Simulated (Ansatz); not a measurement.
Ti:

```
CELL_PARAMETERS angstrom
0.00000 2.03000 2.03000
2.03000 0.00000 2.03000
2.03000 2.03000 0.00000
ATOMIC_POSITIONS crystal
Ti 0.00000 0.00000 0.00000
```

This isn't the form of Ti at room conditions, which is hcp.

* Program: Ansatz 0.2.0
* Task: relaxation of cell and atoms
* Functional: HF
* Potentials or basis: Ansatz PAW
* Cutoff: 420 eV (not typed: the program's choice for these potentials)
* k mesh: 6 × 6 × 6
* Occupations: fermi-dirac, width 0.05 eV
* Spin: no spin polarisation

At the start: volume 16.73 Å³/atom.

Task: How do energy, volume and symmetry change on relaxing?

Result: It ends after 7 steps and the volume is 18.85 Å³/atom (+12.7 %); space group Fm-3m (No. 225, to 0.05 Å).

Step by step:
```csv
step,energy change (eV),largest force (eV/Å),volume (Å³)
1,0.0000,0.0000,16.73
2,-0.2307,0.0000,19.30
3,-0.2360,0.0000,18.81
4,-0.2359,0.0000,18.84
5,-0.2392,0.0000,18.84
6,-0.2392,0.0000,18.85
7,-0.2392,0.0000,18.85
```

Final structure:
```
Ti
1.0
     0.00000    2.11238    2.11238
     2.11238    0.00000    2.11238
     2.11238    2.11238    0.00000
Ti
1
Cartesian
  0.0000 0.0000 0.0000
```

Caveat: the k mesh is coarse (spacing up to 0.45 Å⁻¹), so the values aren't converged, least of all with exact exchange; the plane-wave basis is chosen anew once the cell has moved, so the energies of steps on either side of that aren't comparable; the volume moved by +13 % from the deposited cell, more than functionals usually miss; the PAW data sets come from PBE, with cores solved anew for the run's functional, which leaves a small shift of forces and pressure.
